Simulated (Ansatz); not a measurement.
# TiSi2 (Cmcm) in Ansatz: further runs

The runs below take TiSi2 through relaxation of cell and atoms, with r2SCAN.

Everything below comes from runs of Ansatz 0.2.0. Logs are shortened: lines on timing, memory, paths and dates and some standing lists are left out, and cuts for length are marked.

### Step 1. The structure

It takes space group Cmcm (No. 63, orthorhombic). Conventional cell: a = 3.530 Å, b = 13.519 Å, c = 3.565 Å, α = 90.00°, β = 90.00°, γ = 90.00°. Ti (site symmetry m2m) is surrounded by 10 Si at 2.58 to 2.81 Å. Si (site symmetry m2m) is surrounded by 4 Si at 2.51 Å and 4 Ti at 2.66 to 2.67 Å. Si (site symmetry m2m) has 2 Si at 2.38 Å and 4 Ti at 2.58 Å as nearest neighbours.

The cell comes from a database or a generator and needn't be the stable form of this composition.

### Step 2. Relaxation of cell and atoms, r2SCAN

The input, input.yaml:

```yaml
crystal:
  lattice:
    - [1.765105025, -6.759281535, 0.0]
    - [1.765105025, 6.759281535, 0.0]
    - [0.0, 0.0, 3.56517397]
  atoms:
    - { symbol: Ti, position: [0.10311808, 0.89688192, 0.25] }
    - { symbol: Ti, position: [0.89688192, 0.10311808, 0.75] }
    - { symbol: Si, position: [0.75031482, 0.24968518, 0.25] }
    - { symbol: Si, position: [0.24968518, 0.75031482, 0.75] }
    - { symbol: Si, position: [0.44174855, 0.55825145, 0.25] }
    - { symbol: Si, position: [0.55825145, 0.44174855, 0.75] }
hamiltonian:
  xc: r2scan
  pseudopotentials: { kind: paw }
kpoints:
  mp_grid: { grid: [8, 8, 8] }
scf:
  occupations: { method: fermi_dirac, width: 0.05 }
output:
  forces: true
  stress: true
  eigenvalues: true
relax:
  f_tol: 0.01
  max_steps: 40
  cell: { stress_tol: 0.05 }
```

Potentials or basis: Ansatz PAW.

Launch:

```bash
> ansatz run input.yaml --threads 2 --pin off --max-ram 5632MiB --backend cpu --events-out ev --progress --plain --runs-dir out
```

Output:

```text
Warning: RAYON_NUM_THREADS=2 ignored (pool sized by the plan → 2); use --threads N
Engine: ansatz 0.2.0, aarch64-unknown-linux-gnu
Pseudopotentials: kind: paw
Pseudopotential: Ti, paw, valence charge 12, recommended cutoff 500 eV (meta_gga), Ti.paw.azcp
Pseudopotential: Si, paw, valence charge 4, recommended cutoff 500 eV (meta_gga), Si.paw.azcp
Functional definition: r2SCAN
  parameter k0 = 0.174
  parameter k1 = 0.065
  parameter a1 = 4.9479
  exchange = r2scan_x(k0 = k0, k1 = k1, a1 = a1)
  correlation = r2scan_c
Crystal: 6 atoms, lattice volume = 85.071 Å³
Basis set: ecut = 500 eV, 2175 PW (Γ), exchange–correlation on 216×216×108 points (64 copies of the dense FFT grid, shifted against one another)
Bands: 26, of which v1, the nominal top of the filled ones, is band 20 counted from 1 (19 counted from 0)
Symmetry: 8 space group operations
Space group: Cmcm (ITA 63), of the structure as read, at distance tolerance 4.4e-5 Å
k-points: 105 of 512
Non-local potential: Ti, projectors of the file, l = 0: 3, l = 1: 2, l = 2: 3, l = 3: 1
Non-local potential: Si, projectors of the file, l = 0: 2, l = 1: 2, l = 2: 2
PAW form: soft (Blöchl's): semilocal exchange-correlation on the pseudo side does not see the compensation charge
PAW frozen core: Ti, regenerated for the run's functional (the file was generated under x = pbe(κ = 0.804, μ = 0.2195149727645171), c = pbe(β = 0.06672455060314922))
PAW frozen core: Si, regenerated for the run's functional (the file was generated under x = pbe(κ = 0.804, μ = 0.2195149727645171), c = pbe(β = 0.06672455060314922))
PAW one-centre angular grid: Ti, 590 points (default); XC on 160 Gauss nodes
PAW one-centre angular grid: Si, 302 points (default); XC on 160 Gauss nodes
Initial density: superposition of atomic densities (neutral atoms: chi_scale 0, normalization atom), corrected by the library's trained network
Initial wavefunctions: pseudopotential atomic-orbital guess
Functional: x = r2scan, c = r2scan; τ floored in thin density (d = 2e-4 eV/Å³)
SCF iter   1: F=—  HF=-7568.191257 eV  |F-HF|=—  |Δ(HF+E_count)|=         —  Δρ=8.75e-3  dr2=4.57e-2  dr2_τ=5.60e-2  ethr=1.77e-3  ⟨swp⟩=6.3  Hψ=14027  notcnv=0
preconditioner: auto → Kerker (q_TF=auto, 2.406 Å⁻¹)  [metal: Δε(μ)=0.041 eV  Ē_g=6.958 eV  σ=0.050 eV  W_gap=0.20  n_scr=18 (ndim 8)  ℏωp=19.7 eV  f_vac=0.000  D(μ)=1.30/eV (n_scr^D=2)]
SCF iter   2: F=—  HF=-7568.327662 eV  |F-HF|=—  |Δ(HF+E_count)|=   1.36e-1  Δρ=4.30e-3  dr2=1.37e-2  dr2_τ=7.99e-4  ethr=1.14e-4  ⟨swp⟩=2.3  Hψ=6265  notcnv=0  defer=27
SCF iter   3: F=—  HF=-7568.328814 eV  |F-HF|=—  |Δ(HF+E_count)|=   1.15e-3  Δρ=2.49e-3  dr2=4.32e-3  dr2_τ=7.16e-5  ethr=3.42e-5  ⟨swp⟩=1.0  Hψ=2704  notcnv=0  defer=27
SCF iter   4: F=—  HF=-7568.329256 eV  |F-HF|=—  |Δ(HF+E_count)|=   4.42e-4  Δρ=2.44e-4  dr2=4.15e-5  dr2_τ=1.44e-6  ethr=1.08e-5  ⟨swp⟩=2.1  Hψ=3944  notcnv=0  defer=27
SCF iter   5: F=—  HF=-7568.329233 eV  |F-HF|=—  |Δ(HF+E_count)|=   2.27e-5  Δρ=5.05e-5  dr2=2.29e-6  dr2_τ=7.57e-8  ethr=1.04e-7  ⟨swp⟩=2.4  Hψ=4441  notcnv=0  defer=27
SCF iter   6: F=—  HF=-7568.329234 eV  |F-HF|=—  |Δ(HF+E_count)|=   7.53e-7  Δρ=1.15e-5  dr2=1.33e-7  dr2_τ=3.19e-9  ethr=5.73e-9  ⟨swp⟩=2.0  Hψ=3920  notcnv=0  defer=27
SCF iter   7: F=-7568.329234 eV  HF=-7568.329234 eV  |F-HF|=1.15e-9  |Δ(HF+E_count)|=   6.27e-8  Δρ=2.92e-6  dr2=6.69e-9  dr2_τ=4.16e-10  ethr=2.50e-10  ⟨swp⟩=5.8  Hψ=10947  notcnv=0
SCF 1 converged in 7 iterations: F = -7568.329234 eV  dr2 = 6.69e-9
relax step   1: F+E_penalty+E_count = -7568.32923427 eV  Δ(F+E_penalty+E_count) = +0.000e0 eV  max|allowed force component| = 2.208e-2 eV/Å  Δτ_max = 0.0000 Å  P = -0.154 GPa  Ω = 85.071 Å³  (7 SCF iters, dr2 threshold 1.00e-7 eV, accepted)
Crystal: 6 atoms, lattice volume = 84.937 Å³
Initial density: handed on by an earlier stage of this run
Initial wavefunctions: those handed on with the density
iter 1 solved again at ethr=2.08e-7 eV; its pass at ethr=3.10e-3 eV (dr2=8.31e-5 eV) is discarded
SCF iter   1: F=—  HF=-7568.329247 eV  |F-HF|=—  |Δ(HF+E_count)|=         —  Δρ=2.25e-4  dr2=8.15e-5  dr2_τ=1.51e-4  ethr=2.08e-7  ⟨swp⟩=2.0  Hψ=13570  notcnv=0
preconditioner: auto → Kerker (q_TF=auto, 2.406 Å⁻¹)  [metal: Δε(μ)=0.002 eV  Ē_g=6.914 eV  σ=0.050 eV  W_gap=0.01  n_scr=18 (ndim 8)  ℏωp=19.7 eV  f_vac=0.000  D(μ)=1.30/eV (n_scr^D=2)]
SCF iter   2: F=—  HF=-7568.329382 eV  |F-HF|=—  |Δ(HF+E_count)|=   1.35e-4  Δρ=1.04e-4  dr2=2.45e-5  dr2_τ=8.88e-7  ethr=2.04e-7  ⟨swp⟩=2.0  Hψ=4402  notcnv=0
SCF iter   3: F=—  HF=-7568.329380 eV  |F-HF|=—  |Δ(HF+E_count)|=   1.91e-6  Δρ=5.93e-5  dr2=8.10e-6  dr2_τ=7.21e-8  ethr=6.14e-8  ⟨swp⟩=1.5  Hψ=2830  notcnv=0
SCF iter   4: F=-7568.329379 eV  HF=-7568.329379 eV  |F-HF|=2.15e-8  |Δ(HF+E_count)|=   9.94e-7  Δρ=1.11e-5  dr2=8.96e-8  dr2_τ=9.22e-9  ethr=2.79e-10  ⟨swp⟩=4.5  Hψ=12081  notcnv=0
SCF 2 converged in 4 iterations: F = -7568.329379 eV  dr2 = 8.96e-8
relax step   2: F+E_penalty+E_count = -7568.32937927 eV  Δ(F+E_penalty+E_count) = -1.450e-4 eV  max|allowed force component| = 1.134e-2 eV/Å  Δτ_max = 0.0018 Å  P = +0.033 GPa  Ω = 84.937 Å³  energy of the carried Pulay correction = +3.272e-5 eV  (4 SCF iters, dr2 threshold 1.12e-7 eV, accepted)
Crystal: 6 atoms, lattice volume = 84.950 Å³
iter 1 solved again at ethr=3.19e-8 eV; its pass at ethr=3.10e-3 eV (dr2=1.28e-5 eV) is discarded
SCF iter   1: F=—  HF=-7568.329376 eV  |F-HF|=—  |Δ(HF+E_count)|=         —  Δρ=6.65e-5  dr2=1.26e-5  dr2_τ=3.10e-5  ethr=3.19e-8  ⟨swp⟩=2.1  Hψ=12195  notcnv=0
preconditioner: auto → Kerker (q_TF=auto, 2.406 Å⁻¹)  [metal: Δε(μ)=0.004 eV  Ē_g=6.913 eV  σ=0.050 eV  W_gap=0.02  n_scr=18 (ndim 8)  ℏωp=19.7 eV  f_vac=0.000  D(μ)=1.31/eV (n_scr^D=2)]
SCF iter   2: F=—  HF=-7568.329393 eV  |F-HF|=—  |Δ(HF+E_count)|=   1.70e-5  Δρ=3.62e-5  dr2=5.37e-6  dr2_τ=1.64e-8  ethr=3.15e-8  ⟨swp⟩=2.4  Hψ=4704  notcnv=0
SCF iter   3: F=—  HF=-7568.329392 eV  |F-HF|=—  |Δ(HF+E_count)|=   8.63e-7  Δρ=1.13e-5  dr2=8.80e-8  dr2_τ=9.10e-9  ethr=1.34e-8  ⟨swp⟩=2.0  Hψ=3486  notcnv=0
SCF iter   4: F=-7568.329392 eV  HF=-7568.329392 eV  |F-HF|=1.09e-9  |Δ(HF+E_count)|=  7.58e-10  Δρ=5.31e-6  dr2=2.02e-8  dr2_τ=7.48e-10  ethr=6.06e-11  ⟨swp⟩=4.1  Hψ=8879  notcnv=0
SCF 3 converged in 4 iterations: F = -7568.329392 eV  dr2 = 2.02e-8
relax step   3: F+E_penalty+E_count = -7568.32939241 eV  Δ(F+E_penalty+E_count) = -1.313e-5 eV  max|allowed force component| = 3.334e-3 eV/Å  Δτ_max = 0.0005 Å  P = +0.007 GPa  Ω = 84.950 Å³  energy of the carried Pulay correction = +2.957e-5 eV  (4 SCF iters, dr2 threshold 2.42e-8 eV, accepted)
Initial wavefunctions: pseudopotential atomic-orbital guess (no wavefunctions were taken with the density)
iter 1 solved again at ethr=6.42e-8 eV; its pass at ethr=3.10e-3 eV (dr2=2.57e-5 eV) is discarded
SCF iter   1: F=—  HF=-7568.329403 eV  |F-HF|=—  |Δ(HF+E_count)|=         —  Δρ=5.99e-6  dr2=2.14e-8  dr2_τ=8.65e-9  ethr=6.42e-8  ⟨swp⟩=3.1  Hψ=20578  notcnv=0
SCF iter   2: F=—  HF=-7568.329361 eV  |F-HF|=—  |Δ(HF+E_count)|=   4.22e-5  Δρ=3.56e-6  dr2=1.03e-8  dr2_τ=6.48e-10  ethr=5.35e-11  ⟨swp⟩=2.3  Hψ=4556  notcnv=0
SCF iter   3: F=—  HF=-7568.329361 eV  |F-HF|=—  |Δ(HF+E_count)|=   2.33e-9  Δρ=9.06e-7  dr2=1.42e-9  dr2_τ=7.07e-11  ethr=2.58e-11  ⟨swp⟩=2.9  Hψ=4609  notcnv=0
SCF iter   4: F=—  HF=-7568.329361 eV  |F-HF|=—  |Δ(HF+E_count)|=  6.37e-11  Δρ=4.80e-7  dr2=2.02e-10  dr2_τ=1.59e-11  ethr=3.55e-12  ⟨swp⟩=2.6  Hψ=4346  notcnv=0
SCF iter   5: F=-7568.329361 eV  HF=-7568.329361 eV  |F-HF|=1.18e-11  |Δ(HF+E_count)|=  1.82e-12  Δρ=1.50e-7  dr2=3.28e-11  dr2_τ=1.53e-12  ethr=1.00e-12  ⟨swp⟩=4.7  Hψ=9617  notcnv=0
SCF 4 converged in 5 iterations: F = -7568.329361 eV  dr2 = 3.28e-11
relax step   4: F+E_penalty+E_count = -7568.32936085 eV  Δ(F+E_penalty+E_count) = +3.156e-5 eV  max|allowed force component| = 3.340e-3 eV/Å  Δτ_max = 0.0000 Å  P = +0.006 GPa  Ω = 84.950 Å³  stress off target by 1.48e-2 GPa  SCF on the basis re-selected at this cell (its energy is not comparable with the rows above)  (5 SCF iters)
basis re-selected at this cell: Δ(F+E_penalty+E_count) = +3.156e-5 eV, ΔP = -0.000 GPa vs the last step (what re-selecting the basis moved, of the pressure what is left beyond the Pulay correction that the steps carried, after the strain that the cell walked since its last selection, with what the two solves' SCF thresholds leave and, on support functions, any second-order correction that the steps lacked; it is no measure of the basis error at this ecutwfc). This SCF's stress stands 1.48e-2 GPa from its target on what of the cell is left free (relax.cell.stress_tol is 5.00e-2 GPa) and its largest allowed force component is 3.34e-3 eV/Å (relax.f_tol is 1.00e-2 eV/Å): within both
SCF converged after 5 iterations
Free energy (F): -7568.329361 eV
Harris-Foulkes:  -7568.329361 eV  (|F-HF|=1.18e-11)
Internal energy: -7568.318282 eV  (E = F + TS)
E sigma→0 (E₀):  -7568.323821 eV
Entropy (-TS):   -0.011079 eV (-1.847 meV/atom)
Fermi energy:    13.054612 eV
--- Per-component energies (eV) ---
  E_band       = -254.277243
  E_kinetic    = 721.481069
  E_local      = -2058.986730  (includes V_loc(G=0)·N_el)
  E_nonlocal   = 113.411765
  E_hartree    = 895.735608
  E_xc         = -399.387525
  E_vxc        = -476.473746  (∫ρ·V_xc dr)
  E_paw        = -4192.410752  (= ΣΔE_a)
  E_vpaw       = -372.085876  (= ΣTr[D̂ρ^β])
  E_aug_tail   = 0.000217  (compensation charges beyond the density's cutoff)
  E_vtau       = 26.905060  (kinetic-family band-sum trace: ∫τ·v_τ [+ j·A + Jᵃ·Aᵃ] dr)
  E_ewald      = -2647.349288
  E_core_change = -0.812646  (= ΣΔE_core)
  E_smearing   = -0.011079  (= −TS)
  E_closure    = -0.000000  (closes the sum)
  Σ components = -7568.329361   (vs F -7568.329361, Δ=0.00e0)
--- Forces (eV/Å), atoms counted from 1 ---
  atom   1  Ti     0.00000000     0.00072178     0.00000000
  atom   2  Ti     0.00000000    -0.00072178     0.00000000
  atom   3  Si     0.00000000    -0.00032451     0.00000000
  atom   4  Si     0.00000000     0.00032451     0.00000000
  atom   5  Si     0.00000000     0.00334005     0.00000000
  atom   6  Si     0.00000000    -0.00334005     0.00000000
  max |Σ_I F_I| component: 0.00e0 eV/Å
--- Stress (GPa, compression-positive) ---
        0.004659       0.000000       0.000000
        0.000000       0.014822       0.000000
        0.000000       0.000000      -0.000521
  P = ⅓ Tr σ = 0.0063 GPa (0.063 kbar)
--- Band table (eV; the first three rows and the last of 105) ---
  k-point 0: bands = ["-46.1881", "-46.1782", "-21.4941", "-21.4453", "-21.4387", "-21.4312", "-21.4110", "-21.4011", "-0.8306", "1.5352", "3.9518", "9.5242", "9.7034", "9.8835", "10.2283", "10.3627", "10.7558", "10.8118", "10.8558", "13.5084", "13.8897", "13.9480", "13.9939", "14.4212", "14.5920", "15.2420"]
  k-point 1: bands = ["-46.1871", "-46.1780", "-21.4915", "-21.4507", "-21.4439", "-21.4308", "-21.4200", "-21.4004", "-0.6344", "1.7005", "4.1282", "7.8163", "8.9212", "9.9928", "10.2883", "10.7405", "10.8583", "10.9005", "11.4430", "13.1331", "13.5039", "13.7331", "14.4631", "14.9912", "15.1131", "15.1158"]
  k-point 2: bands = ["-46.1847", "-46.1777", "-21.4888", "-21.4760", "-21.4401", "-21.4370", "-21.4301", "-21.4033", "-0.0534", "2.1944", "4.5092", "6.0176", "7.2352", "9.6849", "10.2662", "10.6797", "11.0702", "11.0916", "12.5708", "12.6004", "13.2725", "13.4335", "14.5590", "15.0332", "15.2042", "15.4486"]
  k-point 104: bands = ["-46.1792", "-46.1792", "-21.5095", "-21.5095", "-21.4319", "-21.4319", "-21.4229", "-21.4229", "2.5984", "2.5984", "3.2056", "3.2056", "9.2106", "9.2106", "9.4436", "9.4436", "10.8238", "10.8238", "12.0871", "12.0871", "13.6161", "13.6161", "14.9194", "14.9194", "15.6886", "15.6886"]
--- Relaxed structure (3 steps of the walk, 3 accepted, 1 SCFs on fresh bases) ---
  F+E_penalty+E_count = -7568.32936085 eV   max|allowed force component| = 3.340e-3 eV/Å   (the final SCF, on the basis selected at the relaxed cell)
  cell:  # Å, volume = 84.9496 Å³
    - [1.7646915825112401, -6.75218649729806, 0.0]
    - [1.7646915825112401, 6.75218649729806, 0.0]
    - [0.0, 0.0, 3.5646600576255976]
  atoms:
    - { symbol: Ti, position: [0.10314147307463173, 0.8968585269253683, 0.25] }
    - { symbol: Ti, position: [0.8968585269253683, 0.10314147307463173, 0.75] }
    - { symbol: Si, position: [0.7503489399668724, 0.24965106003312793, 0.25] }
    - { symbol: Si, position: [0.24965106003312793, 0.7503489399668724, 0.75] }
    - { symbol: Si, position: [0.44159071385816717, 0.5584092861418328, 0.25] }
    - { symbol: Si, position: [0.5584092861418328, 0.44159071385816717, 0.75] }
```

Wall time 58 s (2 threads of Arm Neoverse V2, shared host); peak memory 0.9 GiB.

Results:

- Free energy: -7568.3294 eV
- Relaxed volume: 14.16 Å³/atom
- Relaxed cell: a = 6.979 Å, b = 6.979 Å, c = 3.565 Å, α = 90.00°, β = 90.00°, γ = 150.71°
- Space group after relaxing (to 0.05 Å): Cmcm (No. 63)
- Energy gained by relaxing: 0.0 meV/atom
- Ionic steps: 4
- Pressure after relaxing: 0.0 GPa
- Largest force after relaxing: 0.003 eV/Å
- Band gap on the k mesh: none (metal or under the smearing width)

Forces on the atoms (eV/Å):
```
Ti   0.000  0.001  0.000
Ti   0.000 -0.001  0.000
Si   0.000  0.000  0.000
Si   0.000  0.000  0.000
Si   0.000  0.003  0.000
Si   0.000 -0.003  0.000
```

Step by step:
| step | energy change (eV) | largest force (eV/Å) | volume (Å³) |
| --- | --- | --- | --- |
| 1 | 0.0000 | 0.0221 | 85.07 |
| 2 | -0.0001 | 0.0113 | 84.94 |
| 3 | -0.0002 | 0.0033 | 84.95 |
| 4 | -0.0001 | 0.0033 | 84.95 |

Final structure:
```
Ti Si
1.0
     1.76469   -6.75219    0.00000
     1.76469    6.75219    0.00000
     0.00000    0.00000    3.56466
Ti Si
2 4
Cartesian
  1.7647 5.3593 0.8912
  1.7647 -5.3593 2.6735
  1.7647 -3.3808 0.8912
  1.7647 3.3808 2.6735
  1.7647 0.7888 0.8912
  1.7647 -0.7888 2.6735
```

Caveat: the plane-wave basis is chosen anew once the cell has moved, so the energies of steps on either side of that aren't comparable; the PAW data sets come from PBE, with cores solved anew for the run's functional, which leaves a small shift of forces and pressure.

### Step 3. Relaxation of cell and atoms, r2SCAN, target pressure 2 GPa, at which the enthalpy is minimised

Changes to input.yaml since step 2:

```diff
@@ -23,2 +23,6 @@
   eigenvalues: true
+  write_density: true
+  write_potential: true
+  elf: true
+  volumetric_format: npy
 relax:
@@ -26,2 +30,2 @@
   max_steps: 40
-  cell: { stress_tol: 0.05 }
+  cell: { stress_tol: 0.05, p_target: 2.0 }
```

Potentials or basis: Ansatz PAW.

Launch:

```bash
> ansatz run input.yaml --threads 2 --pin off --max-ram 5632MiB --backend cpu --events-out ev --progress --plain --runs-dir out
```

Wall time 64 s (2 threads of Arm Neoverse V2, shared host); peak memory 0.89 GiB.

It converged, with:

- Free energy: -7568.3217 eV
- Relaxed volume: 13.95 Å³/atom
- Relaxed cell: a = 6.930 Å, b = 6.930 Å, c = 3.552 Å, α = 90.00°, β = 90.00°, γ = 150.62°
- Space group after relaxing (to 0.05 Å): Cmcm (No. 63)
- Energy change on relaxing (the enthalpy is what falls): +1.3 meV/atom
- Ionic steps: 4
- Pressure after relaxing: 2.0 GPa
- Band gap on the k mesh: none (metal or under the smearing width)

Stress tensor (GPa, compression positive):
```
2.05 0.00 0.00
0.00 1.95 0.00
0.00 0.00 2.03
```

Step by step:
```
step  energy change (eV)  largest force (eV/Å)  volume (Å³)
   1              0.0000                0.0221        85.07
   2              0.0094                0.0160        83.56
   3              0.0073                0.0020        83.70
   4              0.0076                0.0019        83.70
```

Final structure:
```
CELL_PARAMETERS angstrom
1.75741 -6.70385 0.00000
1.75741 6.70385 0.00000
0.00000 0.00000 3.55216
ATOMIC_POSITIONS crystal
Ti 0.10281 0.89719 0.25000
Ti 0.89719 0.10281 0.75000
Si 0.75038 0.24962 0.25000
Si 0.24962 0.75038 0.75000
Si 0.44117 0.55883 0.25000
Si 0.55883 0.44117 0.75000
```

Levels at points of the mesh, in eV from the Fermi level:
| k point | band 17 | band 18 | band 19 | band 20 | band 21 | band 22 | band 23 | band 24 |
| --- | --- | --- | --- | --- | --- | --- | --- | --- |
| (0.00, 0.00, 0.00) | -2.31 | -2.28 | -2.19 | 0.44 | 0.84 | 0.95 | 0.96 | 1.36 |
| (0.00, 0.00, -0.50) | -1.75 | -1.75 | -0.07 | -0.07 | 0.95 | 0.95 | 1.52 | 1.52 |
| (0.00, -0.50, 0.00) | -1.87 | -1.57 | -0.68 | -0.67 | -0.60 | 1.31 | 1.66 | 1.87 |
| (0.00, -0.50, -0.50) | -3.50 | -3.50 | -2.70 | -2.70 | 1.94 | 1.94 | 2.16 | 2.16 |
| (-0.50, -0.50, 0.00) | -2.71 | -2.18 | -1.24 | 0.35 | 0.67 | 0.74 | 0.95 | 1.44 |
| (-0.50, -0.50, -0.50) | -2.28 | -2.28 | -0.99 | -0.99 | 0.61 | 0.61 | 1.89 | 1.89 |

Caveat: the plane-wave basis is chosen anew once the cell has moved, so the energies of steps on either side of that aren't comparable; the PAW data sets come from PBE, with cores solved anew for the run's functional, which leaves a small shift of forces and pressure.

### Step 4. Relaxation of cell and atoms, r2SCAN, target pressure 5 GPa, at which the enthalpy is minimised

Changes to input.yaml since step 3:

```diff
@@ -30,2 +30,2 @@
   max_steps: 40
-  cell: { stress_tol: 0.05, p_target: 2.0 }
+  cell: { stress_tol: 0.05, p_target: 5.0 }
```

Launch:

```bash
> ansatz run input.yaml --threads 2 --pin off --max-ram 5632MiB --backend cpu --events-out ev --progress --plain --runs-dir out
```

It took 77 s on 2 threads of Arm Neoverse V2, shared host; peak memory 0.9 GiB.

It converged, with:

| Quantity | Value |
| --- | --- |
| Free energy | -7568.2846 eV |
| Relaxed volume | 13.66 Å³/atom |
| Relaxed cell | a = 6.860 Å, b = 6.860 Å, c = 3.535 Å, α = 90.00°, β = 90.00°, γ = 150.47° |
| Space group after relaxing (to 0.05 Å) | Cmcm (No. 63) |
| Energy change on relaxing (the enthalpy is what falls) | +7.4 meV/atom |
| Ionic steps | 5 |
| Pressure after relaxing | 5.0 GPa |
| Band gap on the k mesh | none (metal or under the smearing width) |

The path:
```
step  energy change (eV)  largest force (eV/Å)  volume (Å³)
   1              0.0000                0.0221        85.07
   2              0.0617                0.0186        81.51
   3              0.0431                0.0055        82.02
   4              0.0439                0.0013        81.99
   5              0.0446                0.0014        81.99
```

Final structure:
```
Ti Si
1.0
     1.74807   -6.63332    0.00000
     1.74807    6.63332    0.00000
     0.00000    0.00000    3.53529
Ti Si
2 4
Direct
  0.10235 0.89765 0.25000
  0.89765 0.10235 0.75000
  0.75044 0.24956 0.25000
  0.24956 0.75044 0.75000
  0.44055 0.55945 0.25000
  0.55945 0.44055 0.75000
```

Levels at points of the mesh, in eV from the Fermi level:
| k point | band 18 | band 19 | band 20 | band 21 | band 22 | band 23 |
| --- | --- | --- | --- | --- | --- | --- |
| (0.00, 0.00, 0.00) | -2.33 | -2.16 | 0.42 | 0.84 | 0.95 | 1.04 |
| (0.00, 0.00, -0.50) | -1.79 | -0.07 | -0.07 | 1.07 | 1.07 | 1.54 |
| (0.00, -0.50, 0.00) | -1.53 | -0.70 | -0.68 | -0.63 | 1.35 | 1.71 |
| (0.00, -0.50, -0.50) | -3.50 | -2.76 | -2.76 | 1.99 | 1.99 | 2.20 |
| (-0.50, -0.50, 0.00) | -2.20 | -1.25 | 0.33 | 0.66 | 0.71 | 0.96 |
| (-0.50, -0.50, -0.50) | -2.35 | -1.02 | -1.02 | 0.67 | 0.67 | 1.93 |

Caveat: the plane-wave basis is chosen anew once the cell has moved, so the energies of steps on either side of that aren't comparable; the PAW data sets come from PBE, with cores solved anew for the run's functional, which leaves a small shift of forces and pressure.

[end of part 1 of 2]
